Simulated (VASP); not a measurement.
# Tl (P6_3/mmc) in VASP: notebook

Runs on Tl. Level: PBEsol. Tasks: single point.

Everything below comes from runs of VASP 6.6.1. Logs are shortened: lines on timing, memory, paths and dates and some standing lists are left out, and cuts for length are marked.

## 1. The structure

The structure is hexagonal, space group P6_3/mmc (No. 194). The conventional cell has a = 3.456 Å, b = 3.456 Å, c = 5.525 Å, α = 90.00°, β = 90.00°, γ = 120.00°. Tl (site symmetry -6m2) has 12 Tl at 3.41 to 3.46 Å as nearest neighbours.

## 2. Single point, PBEsol

INCAR

```
PREC = Accurate ; ENCUT = 450
EDIFF = 1E-6 ; ISMEAR = 1
SIGMA = 0.1 ; LREAL = F
LASPH = T ; NELM = 100
ALGO = Normal ; ISIF = 2
LWAVE = F ; LCHARG = F
GGA = PS ; NBANDS = 20
ADDGRID = F
```

KPOINTS

```
Automatic mesh
0
Gamma
  21 21 12
```

POSCAR

```
Tl
1.0
    3.4560000000      0.0000000000      0.0000000000
   -1.7280000000      2.9929837955      0.0000000000
    0.0000000000      0.0000000000      5.5250000000
Tl
2
Direct
    0.6666666667      0.3333333333      0.7500000000
    0.3333333333      0.6666666667      0.2500000000
```

Potentials or basis: VASP PAW PBE potentials, release 64 (Tl_d).

The run is started by

```
$ cat potpaw_PBE.64/Tl_d/POTCAR > POTCAR
$ mpirun -np 1 vasp_std > vasp.out
```

OUTCAR:

```text
PREC = Accurate
   ENCUT = 450
   EDIFF = 1E-6
   ISMEAR = 1
   LREAL = F
   LASPH = T
   NELM = 100
   ISIF = 2
   GGA = PS

 Found    336 irreducible k-points:

 Following reciprocal coordinates:
            Coordinates               Weight
  0.000000  0.000000  0.000000      1.000000
  0.047619  0.000000  0.000000      6.000000
  0.095238 -0.000000  0.000000      6.000000
  0.142857 -0.000000  0.000000      6.000000
  0.190476 -0.000000  0.000000      6.000000
  0.238095 -0.000000  0.000000      6.000000
   k-points           NKPTS =    336   k-points in BZ     NKDIM =    336   number of bands    NBANDS=     20
   number of dos      NEDOS =    301   number of ions     NIONS =      2
   total plane-waves  NPLWV =  23040
   dimension x,y,z NGX =    24 NGY =   24 NGZ =   40
   dimension x,y,z NGXF=    48 NGYF=   48 NGZF=   80
   ions per type =               2
   NGX,Y,Z   is equivalent  to a cutoff of  11.54, 11.54, 12.04 a.u.
   NGXF,Y,Z  is equivalent  to a cutoff of  23.09, 23.09, 24.07 a.u.
 SYSTEM =  unknown system
   PREC   = accura    normal or accurate (medium, high low for compatibility)
   ISTART =      0    job   : 0-new  1-cont  2-samecut
   ICHARG =      2    charge: 1-file 2-atom 10-const
   ISPIN  =      1    spin polarized calculation?
   LNONCOLLINEAR =      F non collinear calculations
   LSORBIT =      F    spin-orbit coupling
   LASPH  =      T    aspherical Exc in radial PAW
   ENCUT  =  450.0 eV  33.07 Ry    5.75 a.u.   5.98  5.98  9.56*2*pi/ulx,y,z
   NELM   =    100;   NELMIN=  2; NELMDL= -5     # of ELM steps
   EDIFF  = 0.1E-05   stopping-criterion for ELM
   LREAL  =      F    real-space projection
   EDIFFG = 0.1E-04   stopping-criterion for IOM
   NSW    =      0    number of steps for IOM
   IBRION =     -1    ionic relax: 0-MD 1-quasi-New 2-CG
   NFREE  =      0    steps in history (QN), initial steepest desc. (CG)
   ISIF   =      2    stress and relaxation
   ISYM   =      2    0-nonsym 1-usesym 2-fastsym
   POTIM  = 0.5000    time-step for ionic-motion
   TEBEG  =    0.0;   TEEND  =   0.0 temperature during run
   PSTRESS=    0.0 pullay stress
   NELECT =      26.0000    total number of electrons
   NUPDOWN=      -1.0000    fix difference up-down
   EMIN   =  10.00;   EMAX   =-10.00  energy-range for DOS
   EFERMI =   0.00;   METHOD = LEGACY
   ISMEAR =     1;   SIGMA  =   0.10  broadening in eV -4-tet -1-fermi 0-gaus
   EFERMI_NEDOS =   21; number of points for ismear=-14 and -15
   IALGO  =     38    algorithm
   IMIX   =      4    mixing-type and parameters
     AMIX     =   0.40;   BMIX     =  1.00
     AMIX_MAG =   1.60;   BMIX_MAG =  1.00
  volume/ion in A,a.u.               =      28.57       192.83
  Fermi-wavevector in a.u.,A,eV,Ry     =   1.259107  2.379366 21.569987  1.585349
  Thomas-Fermi vector in A             =   2.392683
   LORBIT       =      0    0 simple, 1 ext, 2 COOP (PROOUT), +10 PAW based schemes
   GGA     = PS    functional components
   LHFCALC =     F    Hartree Fock is set to
   AEXX    =    0.0000 exact exchange contribution
   IVDW    =     0    specifies the selected vdW correction
   LEPSILON=     F    determine dielectric tensor
   LRPA    =     F    only Hartree local field effects (RPA)
 non-spin polarized calculation
 Methfessel and Paxton  Order N= 1 SIGMA  =   0.10
  energy-cutoff  :      450.00
  volume of cell :       57.15
 maximum number of plane-waves:      1262
 NGX is ok and might be reduce to    24
   NGX = 11   NGY = 11   NGZ = 19

 number of electron      25.9999996 magnetization

 Free energy of the ion-electron system (eV)
  ---------------------------------------------------
  ext. energy  EPLUGINS =         0.00000000
  ---------------------------------------------------
  free energy    TOTEN  =        -5.26250314 eV

  energy without entropy =       -5.26267890  energy(sigma->0) =       -5.26256173

 E-fermi :   6.3943     XC(G=0): -10.3704

 val. band max:        6.3764519011   @ k =   0.2381   0.1429   0.2500
 cond. band min:       6.3971688535   @ k =   0.1429   0.0476   0.2500
 fundamental gap:      0.0207169524
 Fermi energy:         6.3942586152

 k-point     1 :       0.0000    0.0000    0.0000
  band No.  band energies     occupation
      1      -5.3570      2.00000
      2      -5.1208      2.00000
      3      -5.1018      2.00000
      4      -5.1018      2.00000
      5      -5.0476      2.00000
      6      -5.0476      2.00000
[... 12 lines left out ...]
     19      17.1974      0.00000
     20      17.3062      0.00000

 k-point     2 :       0.0476    0.0000    0.0000
  band No.  band energies     occupation
      1      -5.3485      2.00000
      2      -5.1359      2.00000
      3      -5.0919      2.00000
      4      -5.0849      2.00000
      5      -5.0484      2.00000
      6      -5.0384      2.00000
[... 12 lines left out ...]
     19      17.2993      0.00000
     20      17.5082      0.00000

 k-point     3 :       0.0952   -0.0000    0.0000
  band No.  band energies     occupation
      1      -5.3273      2.00000
      2      -5.1560      2.00000
      3      -5.0629      2.00000
      4      -5.0613      2.00000
      5      -5.0465      2.00000
      6      -5.0113      2.00000
[... 12 lines left out ...]
     19      17.2155      0.00000
     20      17.9824      0.00000

 k-point     4 :       0.1429   -0.0000    0.0000
  band No.  band energies     occupation
      1      -5.3088      2.00000
      2      -5.1663      2.00000
      3      -5.0642      2.00000
      4      -5.0344      2.00000
      5      -5.0205      2.00000
      6      -5.0171      2.00000
[... 12 lines left out ...]
     19      16.8622      0.00000
     20      18.3612      0.00000

 k-point     5 :       0.1905   -0.0000    0.0000
  band No.  band energies     occupation
      1      -5.3145      2.00000
      2      -5.1572      2.00000
      3      -5.0739      2.00000
      4      -5.0696      2.00000
      5      -5.0443      2.00000
      6      -4.9657      2.00000
[... 12 lines left out ...]
     19      16.5960      0.00000
     20      17.9848      0.00000

 k-point     6 :       0.2381   -0.0000    0.0000
  band No.  band energies     occupation
      1      -5.3421      2.00000
      2      -5.1544      2.00000
      3      -5.1222      2.00000
      4      -5.0697      2.00000
      5      -5.0536      2.00000
      6      -4.9102      2.00000
[... 12 lines left out ...]
     19      16.1746      0.00000
     20      17.4877      0.00000

 [... further k-points ...]
[... 5 lines left out ...]
  --------------------------------------------------------------------------------------
  -------------------------------------------------------------------------------------
  Total        0.0316050      0.0316050     -0.0515418     -0.0000000      0.0000000     -0.0000000
  in kB        0.8860459      0.8860459     -1.4449733     -0.0000000      0.0000000     -0.0000000
  external PRESSURE =       0.1090395 kB  Pullay stress =       0.0000000 kB

 VOLUME and BASIS-vectors are now :
 -----------------------------------------------------------------------------
  energy-cutoff  :      450.00
  volume of cell :       57.15
      direct lattice vectors                 reciprocal lattice vectors
     3.456000000  0.000000000  0.000000000     0.289351852  0.167057370  0.000000000
    -1.728000000  2.992983795  0.000000000     0.000000000  0.334114739  0.000000000
     0.000000000  0.000000000  5.525000000     0.000000000  0.000000000  0.180995475

 POSITION                                       TOTAL-FORCE (eV/Angst)
 -----------------------------------------------------------------------------------
      1.72800      0.99766      4.14375         0.000000      0.000000      0.000000
     -0.00000      1.99532      1.38125        -0.000000     -0.000000      0.000000
 -----------------------------------------------------------------------------------
    total drift:                               -0.000000      0.000000     -0.000000

  FREE ENERGIE OF THE ION-ELECTRON SYSTEM (eV)
  ---------------------------------------------------
  free  energy   TOTEN  =        -5.2625031445 eV

  energy  without entropy=       -5.2626789000  energy(sigma->0) =       -5.26256173
```

Wall time 76 s (1 thread of Intel Xeon Platinum 8488C (Sapphire Rapids), shared host); peak memory 0.34 GiB.

The run converged, but some of its settings lie outside the range that counts as converged, so its numbers aren't taken as properties of the crystal.

What came out:

```
Free energy            : -5.2625 eV
Pressure               : 0.0 GPa
Band gap on the k mesh : none (metal or under the smearing width)
```

Caveat: the PAW data sets were made with another functional, which shifts forces and pressure a little.

## 3. Single point, PBEsol

Edit INCAR of step 2 so:

```diff
@@ -1,2 +1,2 @@
-PREC = Accurate ; ENCUT = 450
+PREC = Accurate ; ENCUT = 700
 EDIFF = 1E-6 ; ISMEAR = 1
```

KPOINTS

```
Automatic mesh
0
Gamma
  19 19 10
```

POSCAR is that of step 2.

Potentials or basis: VASP PAW PBE potentials, release 64 (Tl_d).

The run is started by

```
$ cat potpaw_PBE.64/Tl_d/POTCAR > POTCAR
$ mpirun -np 1 vasp_std > vasp.out
```

Wall time 2.5 min (1 thread of Intel Xeon Platinum 8488C (Sapphire Rapids), shared host); peak memory 0.45 GiB.

These settings aren't checked as converged: the numbers below hold their error.

Results:

```yaml
Free_energy: -5.2646 eV
Pressure: 0.0 GPa
Band_gap_on_the_k_mesh: none (metal or under the smearing width)
```

Caveat: the PAW data sets were made with another functional, which shifts forces and pressure a little.

## 4. The reference run

An earlier run on the cell as given: functional PBE; potentials or basis VASP PAW PBE potentials, release 64 (Tl_d); cutoff 520 eV; k mesh 9 × 9 × 5; occupations fermi-dirac, width 0.05 eV; no spin polarisation.

* Pressure: 3.4 GPa
* Band gap on the k mesh: none (metal or under the smearing width)
